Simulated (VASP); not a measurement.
A run of VASP 6.6.1:

The input INCAR:

```
ALGO = Normal
EDIFF = 1E-6
ENCUT = 520
GGA = PE
ISIF = 2
ISMEAR = -1
LASPH = True
LCHARG = True
LELF = True
LREAL = Auto
LVHAR = True
LWAVE = False
NBANDS = 56
NELM = 100
PREC = Accurate
SIGMA = 0.02
```

Contents of KPOINTS:

```
k-points
0
Gamma
  1 1 1
```

POSCAR

```
HF
1.0
    7.6174120000      0.0000000000      0.0000000000
    0.0000000000      7.6174120000      0.0000000000
    0.0000000000      0.0000000000      7.6174120000
F H
10 10
Direct
    0.0937326221      0.4350296400      0.6100890959
    0.4073430714      0.9051105546      0.1762803430
    0.8854319551      0.6836311335      0.9408313480
    0.7497953373      0.2787429641      0.4544981944
    0.0094257735      0.2913719253      0.2169897073
    0.5134552260      0.4890243563      0.4155873412
    0.4285576256      0.7329654744      0.6238339215
    0.1916005068      0.9035352164      0.7928939645
    0.7559522841      0.9070797273      0.7251806782
    0.1277730547      0.6301221465      0.2009868969
    0.2038750169      0.4636351559      0.6548943394
    0.3073222244      0.8317523064      0.1782757714
    0.8462585456      0.7666252003      0.8571940181
    0.8507351316      0.2849655500      0.3711365487
    0.0651139783      0.4096010561      0.2204817069
    0.6101022237      0.3980091926      0.4241335509
    0.4777738161      0.6330890334      0.5477319594
    0.2498223806      0.8471118537      0.6907070275
    0.6445364909      0.9050317877      0.6671163382
    0.0498331979      0.6574411362      0.1111926203
```

Potentials or basis: VASP PAW PBE potentials, release 64 (F, H).

Run with:

```sh
$ cat potpaw_PBE.64/F/POTCAR potpaw_PBE.64/H/POTCAR > POTCAR
$ mpirun -np 1 vasp_gam > vasp.out
```

Hardware: 1 thread of Intel(R) Xeon(R) Platinum 8175M CPU @ 2.50GHz (Skylake/Cascade Lake), with other jobs on the host.

How long does it take, and how much memory?

It took 97 s on 1 thread of Intel(R) Xeon(R) Platinum 8175M CPU @ 2.50GHz (Skylake/Cascade Lake) (shared host), peak memory 0.43 GiB. Counts: scf iterations 16, k points 1.
